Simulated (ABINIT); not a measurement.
Runs of ABINIT 10.8.3 (patched build) on Fe. Symmetry: Im-3m, No. 229, cubic system. The conventional cell has a = 2.886 Å, b = 2.886 Å, c = 2.886 Å, α = 90.00°, β = 90.00°, γ = 90.00°. Fe (site symmetry m-3m) has 8 Fe at 2.50 Å as nearest neighbours. 

| level | gap on the mesh (eV) | pressure (GPa) | moment (μB) |
| --- | --- | --- | --- |
| RPBE | none | -4.9 | (a) |
| PW91 | none | -11.2 | (b) |
| LDA | none | -25.9 | 2.22 |
| PBE | none | -10.6 | 2.26 |
| revPBE | none | -6.4 | 2.30 |

Alike in all rows: task band structure; potentials or basis JTH PAW PBE v2.0; spin collinear, ferromagnetic start; cell as given; k mesh 13 × 13 × 13; cutoff (eV) 844; smearing fermi-dirac 0.05 eV.

Question: Estimate the missing entries.

Answer: (a) 2.31; (b) 2.23.

Caveats: the PAW data sets were made with another functional, which shifts forces and pressure a little (some runs).

A gap of «none» marks a metal or a gap under the smearing width.
